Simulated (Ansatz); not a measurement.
TaN: single point with LDA+U

The system is TaN.

```
CELL_PARAMETERS angstrom
2.93800 0.00000 0.00000
-1.46900 2.54438 0.00000
0.00000 0.00000 2.88300
ATOMIC_POSITIONS crystal
Ta 0.33333 0.66667 0.50000
N 0.00000 0.00000 0.00000
```

```json
{
 "Program": "Ansatz 0.2.0",
 "Task": "single point",
 "Functional": "LDA",
 "Potentials or basis": "all-electron LAPW, scalar-relativistic",
 "Cutoff": "350 eV (chosen from the basis error)",
 "Basis error allowed": "0.001 eV/atom",
 "k mesh": "7 × 7 × 7",
 "Occupations": "gaussian, width 0.05 eV",
 "Spin": "collinear spin, random start",
 "Starting moments": "[0.25, 0.0] μB",
 "Hubbard terms": "Ta d U = 2 eV"
}
```

```yaml
Pressure: -9.8 GPa
Net_moment: 0.00 μB per cell
Absolute_moment: 0.00 μB per cell
```

Stress tensor (GPa, compression positive):
```
 -8.86   0.00   0.00
  0.00  -8.86   0.00
  0.00   0.00 -11.67
```

Levels at points of the mesh, in eV from the Fermi level:
Spin up:
```csv
k point,band 23,band 24,band 25,band 26,band 27,band 28
"(0.00, 0.00, 0.00)",-4.60,-4.35,-2.96,2.18,3.51,3.51
```
Spin down:
```
           k point  band 22  band 23  band 24  band 25  band 26  band 27  band 28  band 29
(0.00, 0.00, 0.00)    -4.60    -4.60    -4.35    -2.96     2.18     3.51     3.51     4.16
```

It took 38 s on 1 thread of Arm Neoverse V2, on a shared host, peak memory 0.39 GiB.

Caveat: the k mesh is thin for a metal, which can move the energy by tens of meV per atom; U is the effective U less J, on atomic orbitals that reach past the spheres; the starting moments weren't kept. Spin-orbit coupling is left out, which matters for the levels of Ta.
